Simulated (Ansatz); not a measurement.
Input and command of a plane-wave DFT calculation in Ansatz:

```yaml
crystal:
  lattice:
    - [4.0569223818, 0.0, 0.0]
    - [-2.0284611909, 3.5133978439, 0.0]
    - [0.0, 0.0, 6.6953106114]
  atoms:
    - { symbol: Ge, position: [0.6666666667, 0.3333333333, 0.0629118565] }
    - { symbol: Ge, position: [0.3333333333, 0.6666666667, 0.5629118565] }
    - { symbol: Ge, position: [0.6666666667, 0.3333333333, 0.4370881435] }
    - { symbol: Ge, position: [0.3333333333, 0.6666666667, 0.9370881435] }
basis:
  ecutwfc: 420
kpoints:
  mp_grid: { grid: [18, 18, 8] }
hamiltonian:
  xc: pbesol
scf:
  occupations: { method: gaussian, width: 0.1 }
output:
  forces: true
  stress: true
  eigenvalues: true
relax:
  adjacent_minimum: "off"
  f_tol: 0.008
  max_steps: 40
```

```bash
ansatz run input.yaml --threads 1 --pin off --max-ram 2560MiB --backend cpu --events-out ev --progress --plain --runs-dir out
```

Processor: Arm Neoverse V2, 1 thread, on a host shared with other jobs.

Estimate time, memory and problem size.

About 55 s on 1 thread of Arm Neoverse V2, on a shared host, peak memory 0.64 GiB. It solves 34 bands at 185 k points (the mesh reduced by symmetry) with about 1835 plane waves, in 11 SCF iterations over 2 ionic steps.
